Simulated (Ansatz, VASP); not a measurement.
**Mg: VASP beside Ansatz**

```
Mg
1.0
    -1.83599    1.83599    1.67940
     1.83599   -1.83599    1.67940
     1.83599    1.83599   -1.67940
Mg
1
Cartesian
  0.0000 0.0000 0.0000
```

This isn't the form of Mg at room conditions, which is hcp.

Alike in both runs: task relaxation of cell and atoms; functional LDA; k mesh 11 × 11 × 11; occupations fermi-dirac, width 0.05 eV; no spin polarisation.

|  | VASP | Ansatz |
| --- | --- | --- |
| version | VASP 6.6.1 | Ansatz 0.2.0 |
| potentials or method | VASP PAW LDA potentials, release 64 (Mg) | Ansatz PAW |
| plane-wave cutoff (eV) | 600 | 420 |
| valence electrons in the cell | 2 | 10 |

```csv
,VASP,Ansatz,Ansatz less VASP
"gap on the k mesh at the Fermi level, each at its own relaxed structure (eV)",none,none,-
relaxed volume (Å³/atom),21.33,21.51,+0.176
relaxed cell length with the largest relative difference (Å),3.026,3.034,+0.0083
energy change over the relaxation (meV/atom),-11,-8,+2.5
```

A gap of «none» marks a metal or a gap that the smearing closes. The two sets of potentials don't hold the same shells in valence.

Caveats: the plane-wave basis is chosen anew once the cell has moved, so the energies of steps on either side of that aren't comparable (Ansatz); the PAW data sets come from PBE, with cores solved anew for the run's functional, which leaves a small shift of forces and pressure (Ansatz).
